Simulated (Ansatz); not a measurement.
**CsI: a listed cell, distorted in several ways**

Aim: see how energy, forces, stress and gap of CsI answer to further strains and shifts, other functionals. Nothing is relaxed unless a step says so.

Method: DFT PBEsol, scalar-relativistic, plane waves, PAW, in Ansatz 0.2.0.

1 further run of the same task is left out (set aside as unsound or not needed).

### 1 Starting point

Symmetry: Pm-3m, No. 221, cubic system. Conventional cell: a = 4.567 Å, b = 4.567 Å, c = 4.567 Å, α = 90.00°, β = 90.00°, γ = 90.00°. Cs (site symmetry m-3m) is surrounded by 8 I at 3.95 Å. I (site symmetry m-3m) has 8 Cs at 3.95 Å as nearest neighbours.

As a file:

```
CELL_PARAMETERS angstrom
4.56670 0.00000 0.00000
0.00000 4.56670 0.00000
0.00000 0.00000 4.56670
ATOMIC_POSITIONS crystal
Cs 0.00000 0.00000 0.00000
I 0.50000 0.50000 0.50000
```

The structure comes from the Crystallography Open Database.

### 2 Functional and cell changed: r2SCAN

Against the listed cell: strain xx, yy, zz, yz, xz, xy = -2.7, -2.7, -2.7, +0.0, +0.0, +0.0 %.

File input.yaml:

```yaml
crystal:
  lattice:
    - [4.441252751, 0.0, 0.0]
    - [0.0, 4.441252751, 0.0]
    - [0.0, 0.0, 4.441252751]
  atoms:
    - { symbol: Cs, position: [0.0, 0.0, 0.0] }
    - { symbol: I, position: [0.5, 0.5, 0.5] }
basis:
  ecutwfc: 500
kpoints:
  mp_grid: { grid: [6, 6, 6] }
hamiltonian:
  xc: r2scan
scf:
  occupations: { method: gaussian, width: 0.02 }
output:
  forces: true
  stress: true
  eigenvalues: true
  populations: true
```

Run with:

```sh
$ ansatz run input.yaml --threads 1 --pin off --max-ram 1331MiB --backend cpu --events-out ev --progress --plain --runs-dir out
```

### 3 A change within a subgroup

File input.yaml:

```yaml
crystal:
  lattice:
    - [4.483083723, 0.0, 0.0]
    - [0.0, 4.414583223, 0.0]
    - [0.0, 0.0, 4.483083723]
  atoms:
    - { symbol: Cs, position: [0.0, 0.0, 0.0] }
    - { symbol: I, position: [0.5, 0.5, 0.5] }
basis:
  ecutwfc: 420
kpoints:
  mp_grid: { grid: [6, 6, 6] }
hamiltonian:
  xc: pbesol
scf:
  occupations: { method: gaussian, width: 0.02 }
output:
  forces: true
  stress: true
  eigenvalues: true
  populations: true
```

### 4 A change within the space group

Edit input.yaml of step 3 so:

```diff
@@ -2,5 +2,5 @@
   lattice:
-    - [4.483083723, 0.0, 0.0]
-    - [0.0, 4.414583223, 0.0]
-    - [0.0, 0.0, 4.483083723]
+    - [4.772247167, 0.0, 0.0]
+    - [0.0, 4.772247167, 0.0]
+    - [0.0, 0.0, 4.772247167]
   atoms:
@@ -20,2 +20 @@
   eigenvalues: true
-  populations: true
```

What does the calculation give? Wanted: for each run, case; energy; pressure; largest force.

As calculated:

```
step                                 case  energy (meV/atom)  pressure (GPa)  largest force (eV/Å)  gap on the mesh (eV)
   2  functional and cell changed: r2SCAN                n/a             1.8                  0.00                  4.49
   3           a change within a subgroup               +0.0             0.4                  0.00                  3.88
   4      a change within the space group              +42.4            -1.4                  0.00                  3.35
```

Energies are counted from step 3, with the smearing taken to zero. Other atoms or functionals have another zero of energy (n/a). 

**Reading.** Among the distorted cells of the listed formula and level the gap runs from 3.35 eV to 3.88 eV. Spin-orbit coupling is left out, which matters for the bands of I.

These are semilocal Kohn-Sham gaps, which aren't the measured quantity. Such gaps usually fall short of the measured ones; spin-orbit coupling, left out here, narrows gaps with I, so the two errors partly cancel.
